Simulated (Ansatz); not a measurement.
**What moves the pressure of HfN?**

```
CELL_PARAMETERS angstrom
0.00000 2.25586 2.25586
2.25586 0.00000 2.25586
2.25586 2.25586 0.00000
ATOMIC_POSITIONS crystal
Hf 0.00000 0.00000 0.00000
N 0.50000 0.50000 0.50000
```

Atom numbers follow the list: Hf1, N2.

The cell is the one relaxed in the Materials Project (mp-2828), not relaxed further here; entries there can be hypothetical.

Spin polarisation is left out, and whether a magnetic state lies lower isn't shown here.

These are results of DFT, PBE, all-electron LAPW, scalar-relativistic in Ansatz 0.2.0, not measurements.

Sampling and basis: a Γ-centred 16×16×16 k mesh, Fermi–Dirac smearing of 0.05 eV, basis error target 0.5 meV/atom, no spin polarisation.

Spin–orbit coupling is off unless a change turns it on.

In this reference run the pressure is 6.7 GPa (positive in compression). Each change below is made alone, on the same k mesh, with fractional coordinates held unless an atom is moved; x, y and z are the Cartesian axes.

**Question.** One change shifts the pressure by +0.5 GPa. Which?
A. atom 1 (Hf) moved by (0.1155, 0.1155, 0.1155) Å
B. volume scaled by 1.02
C. equal xy, yz and zx engineering shear strains of +4 %
D. z strained by -1 % at fixed volume
E. volume scaled by 0.98

**Answer.** C. The others give: volume scaled by 1.02, -5.5 GPa; volume scaled by 0.98, +6.1 GPa; atom 1 (Hf) moved by (0.1155, 0.1155, 0.1155) Å, +5.2 GPa; z strained by -1 % at fixed volume, +0.1 GPa.
